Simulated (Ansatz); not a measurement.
**The unslipped end of a generalised stacking fault on (111) (shuffle set) of a GaAs-GaSb solid solution (48 atoms): support functions against a reference**

Wanted: errors and times of a linear-scaling basis for the unslipped end of a generalised stacking fault on (111) (shuffle set) of a GaAs-GaSb solid solution (48 atoms). A setting counts as converged where the r.m.s. difference of forces stays under 1 % of the r.m.s. force.

Calculated with Ansatz 0.2.0; Kohn-Sham DFT, PBE, PAW (set soft_2), plane waves.

## Step 1: Set-up

The cell holds 48 atoms: 24 Ga, 10 Sb and 14 As. Cell: a = 8.267 Å, b = 7.159 Å, c = 20.249 Å, α = 90.0°, β = 90.0°, γ = 90.0°. It derives from GaAs and GaSb. Zinc-blende GaAs (a = 5.8453 Å), cell with z along [111], 2 x 1 x 2 periods; the third cell vector is tilted by 0.000 of 1/2[1-10] and lengthened by 0 Å, so the stacking has no slip (shuffle set); displaced by a Gaussian of 0.01 Å; 10 of 24 As sites given to Sb at random (lattice constant by Vegard's rule between GaAs and GaSb).

Before any run, some limits are plain. The host structure and its lattice constant were typed by rule, without a check against the phase diagram. No spin–orbit coupling is included, so levels derived from the heavy atoms are approximate.

## Step 2: Plane-wave single point

This run is the reference for what follows, at a cutoff of 420 eV.

input.yaml reads:

```yaml
crystal:
  lattice:
    - [8.2665, 0.0, 0.0]
    - [0.0, 7.159, 0.0]
    - [0.0, 0.0, 20.24871]
  atoms:
    - { symbol: Ga, position: [0.75173, 0.49949, 0.93768] }
    - { symbol: Sb, position: [0.74952, 0.4992, 0.06321] }
    - { symbol: Ga, position: [0.74992, 0.83, 0.10396] }
    - { symbol: As, position: [0.74874, 0.83388, 0.2295] }
    - { symbol: Ga, position: [0.25095, 0.49954, 0.93758] }
    - { symbol: As, position: [0.25074, 0.4992, 0.06177] }
    - { symbol: Ga, position: [0.2503, 0.82928, 0.10454] }
    - { symbol: As, position: [0.24997, 0.834, 0.22878] }
    - { symbol: Ga, position: [0.49989, 0.99956, 0.93837] }
    - { symbol: As, position: [0.50042, 0.99925, 0.06255] }
    - { symbol: Ga, position: [0.50111, 0.33332, 0.10376] }
    - { symbol: As, position: [0.50095, 0.3356, 0.22934] }
    - { symbol: Ga, position: [0.49883, 0.66593, 0.2709] }
    - { symbol: As, position: [0.49935, 0.66478, 0.39516] }
    - { symbol: Ga, position: [0.7518, 0.16793, 0.27045] }
    - { symbol: Sb, position: [0.75113, 0.16633, 0.39564] }
    - { symbol: Ga, position: [0.74761, 0.49978, 0.43723] }
    - { symbol: Sb, position: [0.75138, 0.49925, 0.56253] }
    - { symbol: Ga, position: [0.7531, 0.83457, 0.6035] }
    - { symbol: Sb, position: [0.74924, 0.83417, 0.7283] }
    - { symbol: Ga, position: [0.00216, 0.99944, 0.93813] }
    - { symbol: Sb, position: [0.99992, 0.00078, 0.06254] }
    - { symbol: Ga, position: [0.99855, 0.33452, 0.10452] }
    - { symbol: As, position: [7.0e-05, 0.33382, 0.22945] }
    - { symbol: Ga, position: [0.00162, 0.6683, 0.26992] }
    - { symbol: Sb, position: [0.99996, 0.66748, 0.3962] }
    - { symbol: Ga, position: [0.24716, 0.16454, 0.27121] }
    - { symbol: As, position: [0.25196, 0.16734, 0.3957] }
    - { symbol: Ga, position: [0.25003, 0.5001, 0.43672] }
    - { symbol: As, position: [0.25074, 0.50078, 0.56304] }
    - { symbol: Ga, position: [0.25099, 0.8358, 0.60407] }
    - { symbol: As, position: [0.2504, 0.83168, 0.72965] }
    - { symbol: Ga, position: [0.50042, 0.99942, 0.43695] }
    - { symbol: As, position: [0.49935, 0.00019, 0.56227] }
    - { symbol: Ga, position: [0.49975, 0.33277, 0.604] }
    - { symbol: As, position: [0.50042, 0.33311, 0.72967] }
    - { symbol: Ga, position: [0.49842, 0.66692, 0.77153] }
    - { symbol: Sb, position: [0.5002, 0.66746, 0.89552] }
    - { symbol: Ga, position: [0.75083, 0.16802, 0.77052] }
    - { symbol: Sb, position: [0.74924, 0.16664, 0.89623] }
    - { symbol: Ga, position: [0.99906, 0.99782, 0.43705] }
    - { symbol: Sb, position: [0.99932, 0.0022, 0.56253] }
    - { symbol: Ga, position: [0.00202, 0.33333, 0.60397] }
    - { symbol: As, position: [0.99901, 0.33141, 0.72925] }
    - { symbol: Ga, position: [0.0023, 0.66722, 0.77169] }
    - { symbol: As, position: [0.99766, 0.66543, 0.89609] }
    - { symbol: Ga, position: [0.24964, 0.16662, 0.77061] }
    - { symbol: Sb, position: [0.25174, 0.16416, 0.8957] }
kpoints:
  mp_grid: { grid: [2, 2, 1] }
hamiltonian:
  xc: pbe
scf:
  occupations: { method: gaussian, width: 0.025 }
output:
  forces: true
  stress: true
  populations: true
  dos:
    method: { smearing: { sigma: 0.15 } }
    de: 0.1
    projected: { site_lists: { As: [As], Ga: [Ga], Sb: [Sb] } }
  eigenvalues: true
  write_density: true
  write_potential: true
  volumetric_format: npy
  elf: true
```

Launch:

```console
ansatz run input.yaml --threads 4 --pin off --max-ram 8192MiB --backend cpu --events-out ev --progress --plain --runs-dir out
```

The program printed:

```text
Engine: ansatz 0.2.0, x86_64-unknown-linux-gnu
Pseudopotentials: kind: paw
Pseudopotential: Ga, paw, valence charge 13, recommended cutoff 420 eV (normal), Ga.paw.azcp
Pseudopotential: Sb, paw, valence charge 15, recommended cutoff 420 eV (normal), Sb.paw.azcp
Pseudopotential: As, paw, valence charge 15, recommended cutoff 420 eV (normal), As.paw.azcp
Functional definition: PBE
  parameter kappa = 0.804
  parameter beta = 0.066725
  exchange = pbe_x(kappa = kappa, mu = beta*pi^2/3)
  correlation = pbe_c(beta = beta)
Crystal: 48 atoms, lattice volume = 1198.316 Å³
Basis set: ecut = 420 eV, 23423 PW (Γ), exchange–correlation on 120×96×288 points (8 copies of the dense FFT grid, shifted against one another)
Bands: 404, of which v1, the nominal top of the filled ones, is band 336 counted from 1 (335 counted from 0)
Symmetry: 1 space group operations
Space group: P1 (ITA 1), of the structure as read, at distance tolerance 1.1e-4 Å
k-points: 4
Non-local potential: Ga, projectors of the file, l = 0: 2, l = 1: 2, l = 2: 3, l = 3: 1
Non-local potential: Sb, projectors of the file, l = 0: 2, l = 1: 2, l = 2: 2, l = 3: 2
Non-local potential: As, projectors of the file, l = 0: 2, l = 1: 2, l = 2: 3, l = 3: 1
PAW form: soft (Blöchl's): semilocal exchange-correlation on the pseudo side does not see the compensation charge
PAW one-centre angular grid: Ga, 590 points (default); XC on 64 Gauss nodes
PAW one-centre angular grid: Sb, 590 points (default); XC on 64 Gauss nodes
PAW one-centre angular grid: As, 590 points (default); XC on 64 Gauss nodes
Initial density: superposition of atomic densities (neutral atoms: chi_scale 0, normalization atom), corrected by the library's trained network
Initial wavefunctions: pseudopotential atomic-orbital guess
Functional: x = pbe(κ = 0.804, μ = 0.219515), c = pbe(β = 0.066725)
SCF iter   1: F=—  HF=-223631.640711 eV  |F-HF|=—  |Δ(HF+E_count)|=         —  Δρ=1.64e-3  dr2=6.48e-2  ethr=1.77e-3  ⟨swp⟩=6.0  Hψ=5861  notcnv=0  defer=8
preconditioner: auto → Resta (q_TF=auto, 2.478 Å⁻¹)  ε∞=3.5  [insulator: Δε(μ)=0.197 eV  Ē_g=14.151 eV  σ=0.025 eV  W_gap=1.00  n_scr=316 (ndim 8)  ℏωp=22.3 eV  f_vac=0.089  D(μ)=0.00/eV (n_scr^D=0)  ε∞_Penn≈3.5]
SCF iter   2: F=—  HF=-223631.595789 eV  |F-HF|=—  |Δ(HF+E_count)|=   4.49e-2  Δρ=7.47e-4  dr2=1.20e-2  ethr=9.65e-6  ⟨swp⟩=2.0  Hψ=2749  notcnv=0  defer=237
SCF iter   3: F=—  HF=-223631.594951 eV  |F-HF|=—  |Δ(HF+E_count)|=   8.38e-4  Δρ=4.29e-4  dr2=3.86e-3  ethr=1.79e-6  ⟨swp⟩=2.0  Hψ=2233  notcnv=0  defer=237
SCF iter   4: F=—  HF=-223631.595331 eV  |F-HF|=—  |Δ(HF+E_count)|=   3.81e-4  Δρ=1.49e-4  dr2=5.40e-4  ethr=5.75e-7  ⟨swp⟩=2.0  Hψ=1853  notcnv=0  defer=237
SCF iter   5: F=—  HF=-223631.595578 eV  |F-HF|=—  |Δ(HF+E_count)|=   2.47e-4  Δρ=6.36e-5  dr2=1.61e-4  ethr=8.04e-8  ⟨swp⟩=2.0  Hψ=2233  notcnv=0  defer=237
SCF iter   6: F=—  HF=-223631.595618 eV  |F-HF|=—  |Δ(HF+E_count)|=   3.96e-5  Δρ=3.14e-5  dr2=3.12e-5  ethr=2.40e-8  ⟨swp⟩=2.0  Hψ=2233  notcnv=0  defer=237
SCF iter   7: F=—  HF=-223631.595701 eV  |F-HF|=—  |Δ(HF+E_count)|=   8.33e-5  Δρ=1.29e-5  dr2=3.44e-6  ethr=4.64e-9  ⟨swp⟩=2.0  Hψ=2478  notcnv=0  defer=247
SCF iter   8: F=—  HF=-223631.595707 eV  |F-HF|=—  |Δ(HF+E_count)|=   5.75e-6  Δρ=5.49e-6  dr2=3.27e-6  ethr=5.12e-10  ⟨swp⟩=2.0  Hψ=2691  notcnv=0  defer=247
SCF iter   9: F=-223631.595707 eV  HF=-223631.595707 eV  |F-HF|=4.69e-8  |Δ(HF+E_count)|=   1.64e-7  Δρ=1.99e-6  dr2=4.65e-8  ethr=1.49e-11  ⟨swp⟩=13.5  Hψ=13719  notcnv=0
SCF 1 converged in 9 iterations: F = -223631.595707 eV  dr2 = 4.65e-8
  greatest PAW one-centre occupation: 0.999 electrons in one spin orbital (limit 2), on the As atom at site 45 (counted from 0), in its partial waves of l = 2
SCF converged after 9 iterations
Free energy (F): -223631.595707 eV
Harris-Foulkes:  -223631.595707 eV  (|F-HF|=4.69e-8)
Internal energy: -223631.595707 eV  (E = F + TS)
E sigma→0 (E₀):  -223631.595707 eV
Entropy (-TS):   -0.000000 eV (-0.000 meV/atom)
Fermi energy:    8.144471 eV
--- Per-component energies (eV) ---
  E_band       = -6968.721367
  E_kinetic    = 6309.415549
  E_local      = -94122.692825  (includes V_loc(G=0)·N_el)
  E_nonlocal   = 4438.742492
  E_hartree    = 45734.214359
  E_xc         = -4152.522503
  E_vxc        = -3466.025272  (∫ρ·V_xc dr)
  E_paw        = -119195.747188  (= ΣΔE_a)
  E_vpaw       = -11596.566486  (= ΣTr[D̂ρ^β])
  E_aug_tail   = -0.002675  (compensation charges beyond the density's cutoff)
  E_ewald      = -62643.002917
  E_smearing   = -0.000000  (= −TS)
  E_closure    = -0.000000  (closes the sum)
  Σ components = -223631.595707   (vs F -223631.595707, Δ=0.00e0)
--- Forces (eV/Å), atoms counted from 1 ---
  atom   1  Ga     0.76551116     0.52140857    -0.32694613
  atom   2  Sb     0.04615669     0.08409437    -0.22049575
  atom   3  Ga    -0.93786972     0.82396191     0.91959982
  atom   4  As     0.02296044     0.04337497    -0.16582722
  atom   5  Ga    -1.06322276     0.46061695     0.68005089
  atom   6  As    -0.05660635    -0.04151988     0.18881541
  atom   7  Ga     0.90869380    -0.38456458     0.25429325
  atom   8  As     0.09175893    -0.06291035    -0.01667331
  atom   9  Ga     0.08561189    -0.05155306     1.15292336
  atom  10  As    -0.08206267    -0.03969164     0.16945787
  atom  11  Ga    -1.17555816    -0.70932836     0.54766200
  atom  12  As    -0.17734881    -0.20853755    -0.11567388
  atom  13  Ga     0.03762486     0.05348511    -0.01322400
  atom  14  As    -0.06151434     0.13064779     0.07963096
[...]
atom  47  Ga     0.03687084    -0.07011661    -1.13492326
  atom  48  Sb    -0.15953550     0.18634697     0.00769447
  max |Σ_I F_I| component: 1.83e-5 eV/Å
--- Stress (GPa, compression-positive) ---
        4.148181       0.053195      -0.049561
        0.053195       3.262041       0.106266
       -0.049561       0.106266       3.178845
  P = ⅓ Tr σ = 3.5297 GPa (35.297 kbar)
--- Band table (eV) ---
  k-point 0: bands = ["-27.2102", "-27.2078", "-27.2056", "-27.2020", [... 388 levels ...], "12.9459", "13.0502", "13.1401", "13.1474", "13.1704", "13.2219", "13.2277", "13.2454", "13.2590", "13.2821", "13.3164", "13.4229"]
[...]
--- Löwdin populations: 48 sites ---
  site symbol       q [e]
     0     Ga     13.2342
     1     Sb     14.6047
     2     Ga     13.1333
[...]
47     Sb     14.6140
  spilling = 0.001506 (of n_electrons = 672.000000)
```

Wall time 59 s (4 threads of Intel Xeon Platinum 8488C (Sapphire Rapids), shared host); peak memory 5.3 GiB; 3.7 min of CPU time.

In the SCF lines HF is the Harris–Foulkes energy and dr2 the Hartree energy of the density residual, in eV; the loop may stop once dr2 is under the threshold and the program's other checks hold. Hψ counts applications of the Hamiltonian.

The program notes that it cut back its work space to fit the memory limit.

The run gave:

| Property | Result |
| --- | --- |
| free energy | -223631.5957 eV |
| free energy per atom | -4658.9916 eV/atom |
| SCF cycles | 9 |
| pressure | 3.53 GPa |
| r.m.s. force component | 0.4985 eV/Å |
| longest force | 1.551 eV/Å |
| Fermi energy | 8.144 eV |
| gap (highest filled to lowest empty level) | 0.1795 eV |
| spilling of the projection | 0.001506 |

The r.m.s. force component of 0.50 eV/Å and the pressure of 3.5 GPa set the scale for the differences below.

## Step 3: Support functions medium

The cell is solved in localised support functions. The level medium gives here a grid of 48×36×90 points and a radius of 4.37 Å.

This step: Kohn-Sham DFT, PBE, PAW (set soft_2), localised support functions (medium) (Ansatz 0.2.0).

input.yaml, the sections that differ from step 2:

```yaml
scf:
  occupations: { method: gaussian, width: 0.025 }
  eigensolver: { kind: { support_functions: { accuracy: medium } } }
  mixing: { beta: 0.4 }
  max_iter: 150
output:
  forces: true
# crystal, kpoints, hamiltonian: as in step 2
```

The program printed:

```text
Warning: scf.eigensolver.kind.support_functions: disabling space-group detection — the functions' gradient is summed over unrotated k-points, so no spatial operation reduces the k-mesh or symmetrises the density; time reversal is kept, so that k and −k are solved as one point where they differ and the mesh holds both, and exact exchange and, on two spinor components, a DFT+U term hold to it where the run has them: [...]
settings of this run that can trade accuracy for cost: scf.eigensolver.kind.support_functions [...]
[...]
Crystal: 48 atoms, lattice volume = 1198.316 Å³
Basis set: ecut = 420 eV, 23423 PW (Γ), exchange–correlation on 120×96×288 points (8 copies of the dense FFT grid, shifted against one another)
Bands: 404, of which v1, the nominal top of the filled ones, is band 336 counted from 1 (335 counted from 0)
Symmetry: 1 space group operations
k-points: 4
[...]
Eigensolver: Support functions (medium, 48×36×90 points, laid for a spacing of at most 0.228497 Å, radius 4.366759 Å, 3 species' potentials softened for the grid, 2 wholly corrected for its errors in the mean over positions, 3 with the egg-box correction, energy correction by stochastic trace)
[...]
SCF iter   1: F=—  HF=-223613.552523 eV  |F-HF|=—  |Δ(HF+E_count)|=         —  Δρ=3.03e-2  dr2=8.69e0  ethr=1.00e-1
[...]
SCF iter  12: F=—  HF=-223631.642701 eV  |F-HF|=—  |Δ(HF+E_count)|=   1.32e-3  Δρ=1.69e-5  dr2=3.44e-6  ethr=1.67e-9  κ⁻¹=4.0e-7(r=7)
SCF iter  13: F=-223631.643816 eV  HF=-223631.643816 eV  |F-HF|=2.24e-8  |Δ(HF+E_count)|=   1.11e-3  Δρ=8.49e-6  dr2=9.55e-7  ethr=5.13e-10
SCF 1 converged in 13 iterations: F = -223631.668011 eV  dr2 = 9.55e-7
[...]
SCF converged after 13 iterations
Stability not checked: this state was not tested for a lower state beside it, because the mixer in use, unlike msr1, does not test its closes by its own steps (another_mixer; see scf.mixing.algorithm and scf.lower_state_search)
Free energy (F): -223631.668011 eV
[...]
Internal energy: -223631.668011 eV  (E = F + TS)
E sigma→0 (E₀):  -223631.668011 eV
Entropy (-TS):   -0.000000 eV (-0.000 meV/atom)
Fermi energy:    8.144685 eV
[...]
Σ components = -223631.668011   (vs F -223631.668011, Δ=0.00e0)
--- Forces (eV/Å), atoms counted from 1 ---
  atom   1  Ga     0.76540038     0.52148896    -0.32568262
  atom   2  Sb     0.04575516     0.08494701    -0.22152647
  atom   3  Ga    -0.93767508     0.82334528     0.92012617
  atom   4  As     0.02272900     0.04356114    -0.16640141
[...]
atom  48  Sb    -0.15913741     0.18648647     0.00794393
  max |Σ_I F_I| component: 4.69e-3 eV/Å
--- Band table (eV) ---
[...]
guard bands above this table: 59 of the run's 404 bands (output.publish_guard_bands: true publishes all)
[...]
```

Run time: 96 s. Hardware: 4 threads; peak memory 3.4 GiB; 6 min of CPU time.

The program notes that the band table was not solved further than the SCF left it and it switched symmetry off.

Keys that differ from the reference: support_functions.accuracy = "medium", scf.max_iter = 150 and scf.mixing.beta = 0.4.

Forces differ from the reference by 0.55 meV/Å r.m.s., 0.11 % of their size, well within a tolerance of 1 %; the energy by -1.5 meV/atom. It took roughly 1.6 times the reference's time (one timing each, with unlike analyses asked), in 13 cycles against 9.

## Step 4: Support functions low

The level low is asked for. Here it resolves to the same grid and radius as in the run with support functions medium, so the basis is not new.

This step: Kohn-Sham DFT, PBE, PAW (set soft_2), localised support functions (low) (Ansatz 0.2.0).

input.yaml, the sections that differ from step 3:

```yaml
scf:
  occupations: { method: gaussian, width: 0.025 }
  eigensolver: { kind: { support_functions: { accuracy: low } } }
  mixing: { beta: 0.4 }
  max_iter: 150
# crystal, kpoints, hamiltonian, output: as in step 3
```

The program printed:

```text
[...]
Crystal: 48 atoms, lattice volume = 1198.316 Å³
Basis set: ecut = 420 eV, 23423 PW (Γ), exchange–correlation on 120×96×288 points (8 copies of the dense FFT grid, shifted against one another)
Bands: 404, of which v1, the nominal top of the filled ones, is band 336 counted from 1 (335 counted from 0)
Symmetry: 1 space group operations
k-points: 4
[...]
Eigensolver: Support functions (low, 48×36×90 points, laid for a spacing of at most 0.228497 Å, radius 4.366759 Å, 3 species' potentials softened for the grid, 2 wholly corrected for its errors in the mean over positions, 3 with the egg-box correction, energy correction by stochastic trace)
[...]
SCF iter   1: F=—  HF=-223613.552523 eV  |F-HF|=—  |Δ(HF+E_count)|=         —  Δρ=3.03e-2  dr2=8.69e0  ethr=1.00e-1
[...]
SCF iter  11: F=—  HF=-223631.641380 eV  |F-HF|=—  |Δ(HF+E_count)|=   1.64e-3  Δρ=3.17e-5  dr2=1.12e-5  ethr=8.02e-9  κ⁻¹=1.1e-7(r=7)
SCF iter  12: F=-223631.642701 eV  HF=-223631.642701 eV  |F-HF|=2.83e-7  |Δ(HF+E_count)|=   1.32e-3  Δρ=1.69e-5  dr2=3.44e-6  ethr=1.67e-9
SCF 1 converged in 12 iterations: F = -223631.667979 eV  dr2 = 3.44e-6
[...]
SCF converged after 12 iterations
[...]
Free energy (F): -223631.667979 eV
[...]
Internal energy: -223631.667979 eV  (E = F + TS)
E sigma→0 (E₀):  -223631.667979 eV
Entropy (-TS):   -0.000000 eV (-0.000 meV/atom)
Fermi energy:    8.144625 eV
[...]
Σ components = -223631.667979   (vs F -223631.667979, Δ=0.00e0)
--- Forces (eV/Å), atoms counted from 1 ---
  atom   1  Ga     0.76541255     0.52157665    -0.32561415
  atom   2  Sb     0.04571932     0.08500814    -0.22154888
  atom   3  Ga    -0.93764710     0.82335242     0.92017744
  atom   4  As     0.02268278     0.04352482    -0.16632010
[...]
atom  48  Sb    -0.15912339     0.18650114     0.00788520
  max |Σ_I F_I| component: 5.28e-3 eV/Å
--- Band table (eV) ---
[...]
```

The job ended after 2 min (4 threads; peak memory 3.4 GiB).

Keys that differ from the reference: support_functions.accuracy = "low", scf.max_iter = 150 and scf.mixing.beta = 0.4.

Forces differ from the reference by 0.56 meV/Å r.m.s., 0.11 % of their size, well within a tolerance of 1 %; the energy by -1.5 meV/atom. It took roughly 2.0 times the reference's time (one timing each, with unlike analyses asked), in 12 cycles against 9.

(Continued in part 2 of 3.)

[Long decimals in the printed logs are rounded to 6 places.]

[Logs are printed without paths, hosts, clocks, repeated set-up lines and the standing remarks that a program may print on its own settings, such as how far it seeks lower states.]

[Hosts, paths, dates, database ids (printed as entryN), source tags and the programs' standing remarks are cut or masked in the printed files.]
